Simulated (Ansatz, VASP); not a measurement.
Given: the input of a run of VASP 6.6.1 on Mg2Ge.

Contents of INCAR:

```
PREC = Accurate
ENCUT = 520
EDIFF = 1E-7
ISMEAR = -1
SIGMA = 0.05
LREAL = F
LASPH = T
NELM = 60
ALGO = Normal
ISIF = 2
LWAVE = F
LCHARG = F
GGA = PS
NBANDS = 16
```

File KPOINTS:

```
regular mesh
0
Gamma
  7 7 7
```

The input POSCAR:

```
Mg2Ge
1.0
    0.0000000000      3.2515452907      3.2515452907
    3.2515452907      0.0000000000      3.2515452907
    3.2515452907      3.2515452907      0.0000000000
Ge Mg
1 2
Direct
    0.0000000000      0.0000000000      0.0000000000
    0.7500000000      0.7500000000      0.7500000000
    0.2500000000      0.2500000000      0.2500000000
```

Potentials or basis: VASP PAW PBE potentials, release 64 (Ge_d, Mg).

Command:

```sh
$ cat potpaw_PBE.64/Ge_d/POTCAR potpaw_PBE.64/Mg/POTCAR > POTCAR
$ mpirun -np 1 vasp_std > vasp.out
```

Question: Set up the same calculation for Ansatz 0.2.0. Potentials there: Ansatz PAW.

Answer: As run (the cutoff follows the program's own potentials):

input.yaml

```yaml
crystal:
  lattice:
    - [0.0, 3.2515452907, 3.2515452907]
    - [3.2515452907, 0.0, 3.2515452907]
    - [3.2515452907, 3.2515452907, 0.0]
  atoms:
    - { symbol: Ge, position: [0.0, 0.0, 0.0] }
    - { symbol: Mg, position: [0.75, 0.75, 0.75] }
    - { symbol: Mg, position: [0.25, 0.25, 0.25] }
hamiltonian:
  xc: pbesol
  pseudopotentials: { kind: paw }
kpoints:
  mp_grid: { grid: [7, 7, 7] }
scf:
  occupations: { method: fermi_dirac, width: 0.05 }
output:
  forces: true
  stress: true
  eigenvalues: true
```

Potentials or basis: Ansatz PAW.

Launch:

```console
$ ansatz run input.yaml --threads 1 --pin off --max-ram 3584MiB --backend cpu --events-out ev --progress --plain --runs-dir out
```

Both were run:

|  | VASP | Ansatz | Ansatz less VASP |
| --- | --- | --- | --- |
| gap on the k mesh at the Fermi level (eV) | 0.27 | 0.27 | +0.001 |
| least direct gap on the mesh (eV) | 0.68 | 0.68 | -0.004 |
| pressure (GPa) | -3.1 | -3.0 | +0.11 |

With one functional, cell and mesh, what is left measures potentials, basis and numerics. The two sets of potentials don't hold the same shells in valence.

Caveats: the PAW data sets were made with another functional, which shifts forces and pressure a little (VASP); an odd mesh through Γ misses points on the zone boundary, where band edges often lie (VASP); odd divisions of the mesh miss points on the zone boundary, where band edges often lie, so the gap on the mesh can be too wide (Ansatz); the PAW data sets come from PBE, with cores solved anew for the run's functional, which leaves a small shift of forces and pressure (Ansatz).
